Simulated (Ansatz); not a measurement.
Consider WSe2 (layers cut from the bulk crystal).

The cell holds 6 atoms: 4 Se and 2 W. Cell: a = 3.236 Å, b = 3.236 Å, c = 42.300 Å, α = 90.0°, β = 90.0°, γ = 120.0°. It derives from WSe2. Regions: layer 1, 3 atoms (2 Se and 1 W); layer 2, 3 atoms (2 Se and 1 W). Vacuum lies along c.

```xyz
6
Lattice="3.2356 0.0000 0.0000 -1.6178 2.8021 0.0000 0.0000 0.0000 42.3000" Properties=species:S:1:pos:R:3
Se    0.0000    1.8681   16.3642
W     1.6178    0.9340   18.0447
Se    0.0000    1.8681   19.7259
Se    1.6178    0.9340   22.5741
W     0.0000    1.8681   24.2553
Se    1.6178    0.9340   25.9358
```

The structure was relaxed with PBEsol-D3(BJ). At the settings of the band run the largest force is still 0.10 eV/Å. The runs that relaxed it are not among those shown. Spin-orbit coupling is left out unless a run names it.

Gaps computed with Ansatz 0.2.0 without a self-energy: PBEsol 1.12 eV, PBEsol+SOC 1.06 eV and HSE06 1.65 eV.

Q: What gap should G0W0 on PBEsol give (6×6×1 mesh, 510 empty bands, screening to 70 eV, PAW set soft_1 files)?

About 1.57 eV: on its mesh the run moves the gap from 1.12 eV by +0.44 eV. Among the scalar-relativistic levels given, HSE06 is nearest (+0.08 eV). Spin-orbit coupling is not in that value; its −0.07 eV at the PBEsol level would bring it to about 1.50 eV. Bands and cutoff are finite, so the gap is not at the basis limit. The miss can reach some tenths of an eV and take either sign; the mesh is an error of its own. The mesh in the plane is coarse for a sheet; gap and any exciton binding can still move on denser ones. The many-body steps are scalar-relativistic: spin-orbit coupling is not in them.

[Paths, hosts, dates, memory and timing lines, banners, echoed tables and standing remarks are left out of the program output.]

[Logs are printed without paths, hosts, clocks, repeated set-up lines and the standing remarks that a program may print on its own settings, such as how far it seeks lower states.]

[Runs of the session that timed out or met a known fault of the program may be left out.]

[Cells called generated may have been cut or substituted from an entry of the Crystallography Open Database or the Materials Project.]

[Hosts, paths, dates, database ids (printed as entryN), source tags and the programs' standing remarks are cut or masked in the printed files.]
